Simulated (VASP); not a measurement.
Write the native input for VASP 6.6.1 that does the following.

```yaml
Task: single point
Functional: PBE
Potentials_or_basis: VASP PAW PBE potentials, release 64 (Ga_d, P)
Cutoff: 520 eV
k_mesh: 8 × 8 × 8
Occupations: gaussian, width 0.022 eV
Spin: no spin polarisation
Further_INCAR_settings: ALGO = Normal; EDIFF = 1e-07
```

The structure of GaP lies in POSCAR:

```
GaP
1.0
    0.0000000000      2.7252500000      2.7252500000
    2.7252500000      0.0000000000      2.7252500000
    2.7252500000      2.7252500000      0.0000000000
Ga P
1 1
Direct
    0.0000000000      0.0000000000      0.0000000000
    0.7500000000      0.7500000000      0.7500000000
```

One way to write it, as run:

INCAR

```
SYSTEM = GaP
  PREC = Accurate
  ENCUT = 520
  EDIFF = 1E-7
  ISMEAR = 0
  SIGMA = 0.022
  LREAL = .FALSE.
  LASPH = .TRUE.
  NELM = 100
  ALGO = Normal
  ISIF = 2
  LWAVE = .FALSE.
  LCHARG = .FALSE.
  GGA = PE
```

KPOINTS

```
regular mesh
0
G
  8 8 8
  0 0 0
```

Potentials or basis: VASP PAW PBE potentials, release 64 (Ga_d, P).

Run with:

```sh
$ cat potpaw_PBE.64/Ga_d/POTCAR potpaw_PBE.64/P/POTCAR > POTCAR
$ mpirun -np 1 vasp_std > vasp.out
```

It gave:

```
Pressure               : 2.5 GPa
Band gap on the k mesh : 1.64 eV, indirect (least direct gap 1.83 eV)
```

Wall time 20 s on 1 thread of Intel(R) Xeon(R) Platinum 8259CL CPU @ 2.50GHz (Skylake/Cascade Lake), on a shared host, peak memory 0.17 GiB.
